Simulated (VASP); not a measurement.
A run of VASP 6.6.1 is set up as follows.

INCAR

```
PREC     = Accurate       # precision mode
ENCUT    = 520            # plane-wave cutoff, eV
EDIFF    = 1E-7           # SCF threshold, eV
ISMEAR   = -1             # smearing method
SIGMA    = 0.02           # smearing width, eV
LREAL    = False          # projectors in reciprocal space
LASPH    = True           # aspherical terms in the spheres
NELM     = 100            # most SCF steps
ALGO     = Fast           # electronic algorithm
ISIF     = 2              # what is computed and relaxed
LWAVE    = False          # write WAVECAR
LCHARG   = True           # write CHGCAR
GGA      = PE             # functional
LELF     = True           # ELF
LVHAR    = True         
NBANDS   = 11             # bands
```

Contents of KPOINTS:

```
regular mesh
0
Gamma
  8 8 8
```

File POSCAR:

```
MgSe
1.0
    0.0000000000      2.7255000000      2.7255000000
    2.7255000000      0.0000000000      2.7255000000
    2.7255000000      2.7255000000      0.0000000000
Mg Se
1 1
Direct
    0.0000000000      0.0000000000      0.0000000000
    0.5000000000      0.5000000000      0.5000000000
```

Potentials or basis: VASP PAW PBE potentials, release 64 (Mg, Se).

Command:

```bash
$ cat potpaw_PBE.64/Mg/POTCAR potpaw_PBE.64/Se/POTCAR > POTCAR
$ mpirun -np 1 vasp_std > vasp.out
```

Estimate the pressure.

1.9 GPa.

What does it give for the band gap on the k mesh?

1.80 eV, indirect (least direct gap 2.60 eV).

A k mesh can miss the band edges. A hybrid or GW would open this gap; PBE tends to underestimate it.
